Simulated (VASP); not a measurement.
The system is BaTiO3.

```
Ba Ti O
1.0
     3.99038    0.00000    0.00000
     0.00000    3.99038    0.00000
     0.00000    0.00000    4.10266
Ba Ti O
1 1 3
Direct
  0.50000 0.50000 0.58254
  0.00000 0.00000 0.10004
  0.00000 0.50000 0.06422
  0.50000 0.00000 0.06422
  0.00000 0.00000 0.54897
```

The cell is a database's computed one.

| Item | Value |
| --- | --- |
| Program | VASP 6.6.1 |
| Task | relaxation of cell and atoms |
| Functional | PBEsol |
| Potentials or basis | VASP PAW PBE potentials, release 64 (Ba_sv, Ti_sv, O_s) |
| Cutoff | 480 eV |
| k mesh | 8 × 8 × 8 |
| Occupations | gaussian, width 0.02 eV |
| Spin | no spin polarisation |

At the start: pressure -3.0 GPa; volume 13.07 Å³/atom.

Problem. Where does the relaxation end?

Solution. Over 14 steps the energy falls by 2.6 meV/atom and the volume is 12.78 Å³/atom (-2.2 %); space group P4mm (No. 99, to 0.05 Å).

The path:
| step | energy change (eV) | largest force (eV/Å) | pressure (GPa) | volume (Å³) |
| --- | --- | --- | --- | --- |
| 1 | 0.0000 | 0.0325 | -2.97 | 65.33 |
| 2 | 0.0009 | 0.3776 | 3.27 | 63.06 |
| 3 | -0.0107 | 0.1708 | -0.02 | 64.20 |
| 4 | -0.0118 | 0.0318 | -0.02 | 64.08 |
| 5 | -0.0118 | 0.0224 | -0.02 | 64.08 |
| 6 | -0.0122 | 0.0144 | -0.01 | 64.03 |
| 7 | -0.0126 | 0.0334 | 0.03 | 63.94 |
| 8 | -0.0127 | 0.0227 | -0.07 | 63.95 |
| 9 | -0.0128 | 0.0214 | -0.15 | 63.95 |
| 10 | -0.0128 | 0.0199 | 0.19 | 63.81 |
| 11 | -0.0128 | 0.0154 | 0.05 | 63.87 |
| 12 | -0.0128 | 0.0157 | 0.04 | 63.88 |
| 13 | -0.0128 | 0.0061 | 0.00 | 63.89 |
| 14 | -0.0128 | 0.0044 | -0.01 | 63.89 |

Final structure:
```xyz
5
Lattice="3.9701 0.0000 0.0000 0.0000 3.9701 0.0000 0.0000 0.0000 4.0534" Properties=species:S:1:pos:R:3 pbc="T T T"
Ba    1.9851    1.9851    2.3555
Ti    0.0000    0.0000    0.3903
O     0.0000    1.9851    0.2615
O     1.9851    0.0000    0.2615
O     0.0000    0.0000    2.2439
```

Caveat: the PAW data sets were made with another functional, which shifts forces and pressure a little.
